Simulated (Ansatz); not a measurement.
# Te2Mo: the cost of one run

Program: Ansatz 0.2.0. Level of theory: DFT r2SCAN, scalar-relativistic, plane waves, PAW. These are calculated values, not measurements.

3 further runs of the same task are left out: 3 set aside as unsound or not needed.

## Step 1: The structure to begin with

Symmetry: P6_3/mmc, No. 194, hexagonal system. The conventional cell has a = 3.497 Å, b = 3.497 Å, c = 13.702 Å, α = 90.00°, β = 90.00°, γ = 120.00°. Te (site symmetry 3m) has 3 Mo at 2.72 Å as nearest neighbours. Around Mo (site symmetry -6m2) lie 6 Te at 2.72 Å.

Structure file:

```
CELL_PARAMETERS angstrom
3.49674 0.00000 0.00000
-1.74837 3.02826 0.00000
0.00000 0.00000 13.70205
ATOMIC_POSITIONS crystal
Te 0.33333 0.66667 0.11724
Te 0.66667 0.33333 0.61753
Te 0.66667 0.33333 0.88276
Te 0.33333 0.66667 0.38247
Mo 0.33333 0.66667 0.75014
Mo 0.66667 0.33333 0.24986
```

It goes back to an entry of the Materials Project, which need not be the stable form.

It is the result of an earlier relaxation at this level (volume 24.18 Å³/atom; gap on the mesh: 0.67 eV).

## Step 2: The same geometry with r2SCAN

Contents of input.yaml:

```yaml
crystal:
  lattice:
    - [3.4967380763, 0.0, 0.0]
    - [-1.7483690381, 3.0282640045, 0.0]
    - [0.0, 0.0, 13.7020503281]
  atoms:
    - { symbol: Te, position: [0.3333333333, 0.6666666667, 0.1172435443] }
    - { symbol: Te, position: [0.6666666667, 0.3333333333, 0.617525437] }
    - { symbol: Te, position: [0.6666666667, 0.3333333333, 0.8827564557] }
    - { symbol: Te, position: [0.3333333333, 0.6666666667, 0.382474563] }
    - { symbol: Mo, position: [0.3333333333, 0.6666666667, 0.7501434882] }
    - { symbol: Mo, position: [0.6666666667, 0.3333333333, 0.2498565118] }
basis:
  ecutwfc: 500
kpoints:
  mp_grid: { grid: [9, 9, 2] }
  band_path:
    path:
      - [[0.0, 0.0, 0.0], [0.5, 0.0, 0.0], [0.33333333, 0.33333333, 0.0], [0.0, 0.0, 0.0], [0.0, 0.0, 0.5], [0.5, 0.0, 0.5], [0.33333333, 0.33333333, 0.5], [0.0, 0.0, 0.5]]
      - [[0.5, 0.0, 0.5], [0.5, 0.0, 0.0]]
      - [[0.33333333, 0.33333333, 0.5], [0.33333333, 0.33333333, 0.0]]
    npoints: 14
hamiltonian:
  xc: r2scan
scf:
  occupations: { method: gaussian, width: 0.02 }
  n_extra_bands: 15
output:
  forces: true
  stress: true
  eigenvalues: true
  populations: true
  dos: { projected: true, de: 0.02, nscf_kmesh: { grid: [14, 14, 3] } }
  bader: true
```

Run with:

```
> ansatz run input.yaml --threads 1 --pin off --max-ram 2560MiB --backend cpu --events-out ev --progress --plain --runs-dir out
```

**Question.** How long does this run take on 1 thread of Intel Xeon 6975P-C (Granite Rapids), shared host, and how much memory does it need?

About 79 s, with a peak of 1.3 GiB.
